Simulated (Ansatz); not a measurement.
# TiSi (Cmmm) in Ansatz: notebook

One crystal, TiSi, is run at these levels: LDA; tasks: single point, equation of state.

Everything below comes from runs of Ansatz 0.2.0. Logs are shortened: lines on timing, memory, paths and dates and some standing lists are left out, and cuts for length are marked.

**1. The structure**

It takes space group Cmmm (No. 65, orthorhombic). The conventional cell has a = 3.632 Å, b = 4.235 Å, c = 3.804 Å, α = 90.00°, β = 90.00°, γ = 90.00°. Ti (site symmetry mmm) has 8 Si at 2.63 to 2.85 Å and 4 Ti at 2.79 Å as nearest neighbours. Around Si (site symmetry mmm) lie 8 Ti at 2.63 to 2.85 Å and 4 Si at 2.79 Å.

The cell comes from a database or a generator and needn't be the stable form of this composition.

**2. Single point, LDA, 13.75 Å³/atom (volume scaled by 0.94)**

The input, input.yaml:

```yaml
crystal:
  lattice:
    - [1.7791027398, -2.0743950539, 0.0]
    - [1.7791027398, 2.0743950539, 0.0]
    - [0.0, 0.0, 3.7262809049]
  atoms:
    - { symbol: Ti, position: [0.5, 0.5, 0.0] }
    - { symbol: Si, position: [0.0, 0.0, 0.5] }
hamiltonian:
  xc: lda
  pseudopotentials: { kind: paw }
kpoints:
  mp_grid: { grid: [10, 10, 7] }
scf:
  occupations: { method: fermi_dirac, width: 0.05 }
output:
  forces: true
  stress: true
  eigenvalues: true
  write_density: true
  write_potential: true
  elf: true
  volumetric_format: npy
```

Potentials or basis: Ansatz PAW.

On the command line:

```bash
$ ansatz run input.yaml --threads 2 --pin off --max-ram 5632MiB --backend cpu --events-out ev --progress --plain --runs-dir out
```

Log:

```text
Warning: RAYON_NUM_THREADS=2 ignored (pool sized by the plan → 2); use --threads N
Engine: ansatz 0.2.0, aarch64-unknown-linux-gnu
Pseudopotentials: kind: paw
Pseudopotential: Ti, paw, valence charge 12, recommended cutoff 420 eV (normal), Ti.paw.azcp
Pseudopotential: Si, paw, valence charge 4, recommended cutoff 420 eV (normal), Si.paw.azcp
Functional definition: SPW92
  exchange = slater_x
  correlation = pw_c
Crystal: 2 atoms, lattice volume = 27.504 Å³
Basis set: ecut = 420 eV, 547 PW (Γ)
Bands: 12, of which v1, the nominal top of the filled ones, is band 8 counted from 1 (7 counted from 0)
Symmetry: 8 space group operations
Space group: Cmmm (ITA 65), of the structure as read, at distance tolerance 3.0e-5 Å
k-points: 124 of 700
Non-local potential: Ti, projectors of the file, l = 0: 3, l = 1: 2, l = 2: 3, l = 3: 1
Non-local potential: Si, projectors of the file, l = 0: 2, l = 1: 2, l = 2: 2
PAW form: soft (Blöchl's): semilocal exchange-correlation on the pseudo side does not see the compensation charge
PAW frozen core: Ti, regenerated for the run's functional, and the local potential with it (the file was generated under x = pbe(κ = 0.804, μ = 0.2195149727645171), c = pbe(β = 0.06672455060314922))
PAW frozen core: Si, regenerated for the run's functional, and the local potential with it (the file was generated under x = pbe(κ = 0.804, μ = 0.2195149727645171), c = pbe(β = 0.06672455060314922))
PAW one-centre angular grid: Ti, 590 points (default); XC on 64 Gauss nodes
PAW one-centre angular grid: Si, 110 points (default); XC on 64 Gauss nodes
Initial density: superposition of atomic densities (neutral atoms: chi_scale 0, normalization atom), corrected by the library's trained network
Initial wavefunctions: pseudopotential atomic-orbital guess
Functional: x = slater, c = lda
SCF iter   1: F=—  HF=-3060.218769 eV  |F-HF|=—  |Δ(HF+E_count)|=         —  Δρ=6.56e-3  dr2=6.15e-3  ethr=1.77e-3  ⟨swp⟩=5.0  Hψ=8153  notcnv=0
preconditioner: auto → none  [metal: Δε(μ)=0.020 eV  Ē_g=6.451 eV  σ=0.050 eV  W_gap=0.10  n_scr=6 (ndim 8)  ℏωp=20.0 eV  f_vac=0.000  D(μ)=1.11/eV (n_scr^D=6)  sad-step TF]
SCF iter   2: F=—  HF=-3060.217393 eV  |F-HF|=—  |Δ(HF+E_count)|=   1.38e-3  Δρ=3.57e-3  dr2=2.17e-3  ethr=3.84e-5  ⟨swp⟩=2.0  Hψ=2933  notcnv=0
SCF iter   3: F=—  HF=-3060.216885 eV  |F-HF|=—  |Δ(HF+E_count)|=   5.08e-4  Δρ=3.53e-4  dr2=1.78e-5  ethr=1.36e-5  ⟨swp⟩=1.8  Hψ=1893  notcnv=0
SCF iter   4: F=—  HF=-3060.216884 eV  |F-HF|=—  |Δ(HF+E_count)|=   1.28e-6  Δρ=4.63e-5  dr2=1.12e-6  ethr=1.11e-7  ⟨swp⟩=1.9  Hψ=1918  notcnv=0
iter 5 did not close the SCF: its close was put off for the readings that it lacked (scf_convergence_deferred on its scf_iter line)
SCF iter   5: F=-3060.216884 eV  HF=-3060.216884 eV  |F-HF|=1.09e-8  |Δ(HF+E_count)|=   1.93e-7  Δρ=1.31e-5  dr2=3.93e-8  ethr=6.99e-9  ⟨swp⟩=2.1  Hψ=1971  notcnv=0
SCF iter   6: F=-3060.216884 eV  HF=-3060.216884 eV  |F-HF|=8.64e-11  |Δ(HF+E_count)|=  8.42e-10  Δρ=1.34e-6  dr2=2.08e-10  ethr=2.46e-10  ⟨swp⟩=4.8  Hψ=7349  notcnv=0
SCF 1 converged in 6 iterations: F = -3060.216884 eV  dr2 = 2.08e-10
SCF converged after 6 iterations
Free energy (F): -3060.216884 eV
Harris-Foulkes:  -3060.216884 eV  (|F-HF|=8.64e-11)
Internal energy: -3060.207662 eV  (E = F + TS)
E sigma→0 (E₀):  -3060.212273 eV
Entropy (-TS):   -0.009221 eV (-4.611 meV/atom)
Fermi energy:    14.016019 eV
--- Per-component energies (eV) ---
  E_band       = -114.574504
  E_kinetic    = 319.762176
  E_local      = -931.104399  (includes V_loc(G=0)·N_el)
  E_nonlocal   = 39.226460
  E_hartree    = 403.158948
  E_xc         = -154.689307
  E_vxc        = -172.989451  (∫ρ·V_xc dr)
  E_paw        = -1485.895121  (= ΣΔE_a)
  E_vpaw       = -175.787343  (= ΣTr[D̂ρ^β])
  E_aug_tail   = 0.000103  (compensation charges beyond the density's cutoff)
  E_ewald      = -1251.076803
  E_core_change = 0.410281  (= ΣΔE_core)
  E_smearing   = -0.009221  (= −TS)
  E_closure    = -0.000000  (closes the sum)
  Σ components = -3060.216884   (vs F -3060.216884, Δ=0.00e0)
--- Forces (eV/Å), atoms counted from 1 ---
  atom   1  Ti     0.00000000     0.00000000     0.00000000
  atom   2  Si    -0.00000000     0.00000000     0.00000000
  max |Σ_I F_I| component: 1.24e-29 eV/Å
--- Stress (GPa, compression-positive) ---
        0.406540       0.000000       0.000000
        0.000000      -0.604234       0.000000
        0.000000       0.000000       2.387180
  P = ⅓ Tr σ = 0.7298 GPa (7.298 kbar)
--- Band table (eV; the first three rows and the last of 124) ---
  k-point 0: bands = ["-41.9302", "-18.6669", "-18.1979", "-18.0657", "2.0463", "11.4993", "12.4847", "12.8165", "15.8054", "16.5193", "17.1217", "19.5763"]
  k-point 1: bands = ["-41.9297", "-18.6782", "-18.1974", "-18.0653", "2.2537", "10.3559", "12.8738", "13.2931", "15.5245", "16.3572", "17.1378", "20.1496"]
  k-point 2: bands = ["-41.9285", "-18.7036", "-18.1964", "-18.0644", "2.8063", "8.7924", "13.0093", "14.1029", "15.0448", "16.0512", "17.1736", "21.4507"]
  k-point 123: bands = ["-41.7497", "-18.7486", "-18.6574", "-18.5307", "9.0045", "9.7376", "10.5699", "11.4693", "15.7390", "16.4922", "17.4875", "18.5292"]
```

It took 2 s on 2 threads of Arm Neoverse V1, shared host; peak memory 0.33 GiB.

Results:

```
Free energy            : -3060.2169 eV
Pressure               : 0.7 GPa
Band gap on the k mesh : none (metal or under the smearing width)
```

Caveat: the PAW data sets come from PBE, with cores solved anew for the run's functional, which leaves a small shift of forces and pressure.

**3. Single point, LDA, 14.04 Å³/atom (volume scaled by 0.96)**

The input, input.yaml:

```yaml
crystal:
  lattice:
    - [1.7916320451, -2.0890039511, 0.0]
    - [1.7916320451, 2.0890039511, 0.0]
    - [0.0, 0.0, 3.7525231843]
  atoms:
    - { symbol: Ti, position: [0.5, 0.5, 0.0] }
    - { symbol: Si, position: [0.0, 0.0, 0.5] }
hamiltonian:
  xc: lda
  pseudopotentials: { kind: paw }
kpoints:
  mp_grid: { grid: [10, 10, 7] }
scf:
  occupations: { method: fermi_dirac, width: 0.05 }
output:
  forces: true
  stress: true
  eigenvalues: true
```

Potentials or basis: Ansatz PAW.

On the command line:

```bash
$ ansatz run input.yaml --threads 2 --pin off --max-ram 5632MiB --backend cpu --events-out ev --progress --plain --runs-dir out
```

Run time: 1.4 s. Hardware: 2 threads of Arm Neoverse V1, shared host; peak memory 0.32 GiB.

Results (log left out):

```
Free energy            : -3060.2137 eV
Pressure               : -2.4 GPa
Band gap on the k mesh : none (metal or under the smearing width)
```

Caveat: the PAW data sets come from PBE, with cores solved anew for the run's functional, which leaves a small shift of forces and pressure.

**4. Single point, LDA, 14.34 Å³/atom (volume scaled by 0.98)**

Edit input.yaml of step 3 so:

```diff
@@ -2,5 +2,5 @@
   lattice:
-    - [1.7916320451, -2.0890039511, 0.0]
-    - [1.7916320451, 2.0890039511, 0.0]
-    - [0.0, 0.0, 3.7525231843]
+    - [1.8039885186, -2.1034113302, 0.0]
+    - [1.8039885186, 2.1034113302, 0.0]
+    - [0.0, 0.0, 3.7784034724]
   atoms:
```

On the command line:

```bash
$ ansatz run input.yaml --threads 2 --pin off --max-ram 5632MiB --backend cpu --events-out ev --progress --plain --runs-dir out
```

It took 1.8 s on 2 threads of Arm Neoverse V1, shared host; peak memory 0.33 GiB.

It converged, with:

| Quantity | Value |
| --- | --- |
| Free energy | -3060.1996 eV |
| Pressure | -5.3 GPa |
| Band gap on the k mesh | none (metal or under the smearing width) |

Caveat: the PAW data sets come from PBE, with cores solved anew for the run's functional, which leaves a small shift of forces and pressure.

**5. Single point, LDA, 14.63 Å³/atom**

Edit input.yaml of step 4 so:

```diff
@@ -2,5 +2,5 @@
   lattice:
-    - [1.8039885186, -2.1034113302, 0.0]
-    - [1.8039885186, 2.1034113302, 0.0]
-    - [0.0, 0.0, 3.7784034724]
+    - [1.816178, -2.117624, 0.0]
+    - [1.816178, 2.117624, 0.0]
+    - [0.0, 0.0, 3.803934]
   atoms:
```

On the command line:

```bash
$ ansatz run input.yaml --threads 2 --pin off --max-ram 5632MiB --backend cpu --events-out ev --progress --plain --runs-dir out
```

It took 1.4 s on 2 threads of Arm Neoverse V1, shared host; peak memory 0.33 GiB.

The run converged. Its results:

| Quantity | Value |
| --- | --- |
| Free energy | -3060.1756 eV |
| Pressure | -7.9 GPa |
| Band gap on the k mesh | none (metal or under the smearing width) |

Caveat: the PAW data sets come from PBE, with cores solved anew for the run's functional, which leaves a small shift of forces and pressure.

**6. Single point, LDA, 14.92 Å³/atom (volume scaled by 1.02)**

Edit input.yaml of step 5 so:

```diff
@@ -2,5 +2,5 @@
   lattice:
-    - [1.816178, -2.117624, 0.0]
-    - [1.816178, 2.117624, 0.0]
-    - [0.0, 0.0, 3.803934]
+    - [1.8282060194, -2.1316484087, 0.0]
+    - [1.8282060194, 2.1316484087, 0.0]
+    - [0.0, 0.0, 3.8291263501]
   atoms:
```

Potentials or basis: Ansatz PAW.

On the command line:

```bash
$ ansatz run input.yaml --threads 2 --pin off --max-ram 5632MiB --backend cpu --events-out ev --progress --plain --runs-dir out
```

Wall time 2 s (2 threads of Arm Neoverse V1, shared host); peak memory 0.33 GiB.

It converged, with:

- Free energy: -3060.1425 eV
- Pressure: -10.2 GPa
- Band gap on the k mesh: none (metal or under the smearing width)

Caveat: the PAW data sets come from PBE, with cores solved anew for the run's functional, which leaves a small shift of forces and pressure.

**7. Single point, LDA, 15.22 Å³/atom (volume scaled by 1.04)**

Edit input.yaml of step 6 so:

```diff
@@ -2,5 +2,5 @@
   lattice:
-    - [1.8282060194, -2.1316484087, 0.0]
-    - [1.8282060194, 2.1316484087, 0.0]
-    - [0.0, 0.0, 3.8291263501]
+    - [1.8400778197, -2.1454906694, 0.0]
+    - [1.8400778197, 2.1454906694, 0.0]
+    - [0.0, 0.0, 3.8539915036]
   atoms:
```

On the command line:

```bash
$ ansatz run input.yaml --threads 2 --pin off --max-ram 5632MiB --backend cpu --events-out ev --progress --plain --runs-dir out
```

It took 1.8 s on 2 threads of Arm Neoverse V1, shared host; peak memory 0.33 GiB.

It converged, with:

```yaml
Free_energy: -3060.1015 eV
Pressure: -12.3 GPa
Band_gap_on_the_k_mesh: none (metal or under the smearing width)
```

Caveat: the PAW data sets come from PBE, with cores solved anew for the run's functional, which leaves a small shift of forces and pressure.

**8. Single point, LDA, 15.51 Å³/atom (volume scaled by 1.06)**

Edit input.yaml of step 7 so:

```diff
@@ -2,5 +2,5 @@
   lattice:
-    - [1.8400778197, -2.1454906694, 0.0]
-    - [1.8400778197, 2.1454906694, 0.0]
-    - [0.0, 0.0, 3.8539915036]
+    - [1.8517983766, -2.1591565835, 0.0]
+    - [1.8517983766, 2.1591565835, 0.0]
+    - [0.0, 0.0, 3.878539882]
   atoms:
@@ -19 +19,5 @@
   eigenvalues: true
+  write_density: true
+  write_potential: true
+  elf: true
+  volumetric_format: npy
```

On the command line:

```bash
$ ansatz run input.yaml --threads 2 --pin off --max-ram 5632MiB --backend cpu --events-out ev --progress --plain --runs-dir out
```

It took 1.9 s on 2 threads of Arm Neoverse V1, shared host; peak memory 0.33 GiB.

The run converged. Its results:

```
Free energy            : -3060.0532 eV
Pressure               : -14.1 GPa
Band gap on the k mesh : none (metal or under the smearing width)
```

Caveat: the PAW data sets come from PBE, with cores solved anew for the run's functional, which leaves a small shift of forces and pressure.

**9. Equation of state, LDA**

Potentials or basis: Ansatz PAW.

No new run: the results of the series are fitted here.

What came out:

```yaml
Equilibrium_volume: 13.82 Å³/atom
Bulk_modulus_at_fixed_shape_and_positions: 154 GPa
Pressure_derivative_of_the_bulk_modulus: 4.0
```

Energy against volume, from the lowest point:
```
volume (Å³/atom)  energy (meV/atom)
          13.752               0.00
          14.045               1.58
          14.337               8.64
          14.630              20.66
          14.922              37.17
          15.215              57.70
          15.508              81.84
```

Caveat: the cell was scaled at fixed shape and fractional positions, which overstates the stiffness of a crystal with free parameters, most of all of layers and chains.
